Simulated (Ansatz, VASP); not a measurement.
Two plane-wave programs on BN

```
B N
1.0
     2.50228    0.00000    0.00000
    -1.25114    2.16704    0.00000
     0.00000    0.00000    6.62299
B N
2 2
Direct
  0.33333 0.66667 0.25000
  0.66667 0.33333 0.75000
  0.33333 0.66667 0.75000
  0.66667 0.33333 0.25000
```

Alike in both runs: functional PBEsol; k mesh 12 × 12 × 4; occupations gaussian, width 0.02 eV; no spin polarisation.

Ansatz relaxed the structure, and its values are those at the end. VASP's run is a single point on that final structure, the one shown.

|  | VASP | Ansatz |
| --- | --- | --- |
| version | VASP 6.6.1 | Ansatz 0.2.0 |
| potentials or method | VASP PAW PBE potentials, release 64 (B, N) | scalar-relativistic, plane waves, PAW |
| plane-wave cutoff (eV) | 520 | 420 |
| valence electrons in the cell | 16 | 16 |

|  | VASP | Ansatz | Ansatz less VASP |
| --- | --- | --- | --- |
| gap on the k mesh at the Fermi level (eV) | 4.17 | 4.18 | +0.011 |
| least direct gap on the mesh (eV) | 4.58 | 4.59 | +0.007 |
| pressure (GPa) | 1.3 | 1.0 | -0.31 |

Caveats: the PAW data sets were made with another functional, which shifts forces and pressure a little (VASP); this functional lacks dispersion, which binds the layers, so the pressure and a relaxed spacing across them are unreliable. A hybrid or GW would open this gap; PBEsol tends to underestimate it. A k mesh can miss the band edges.
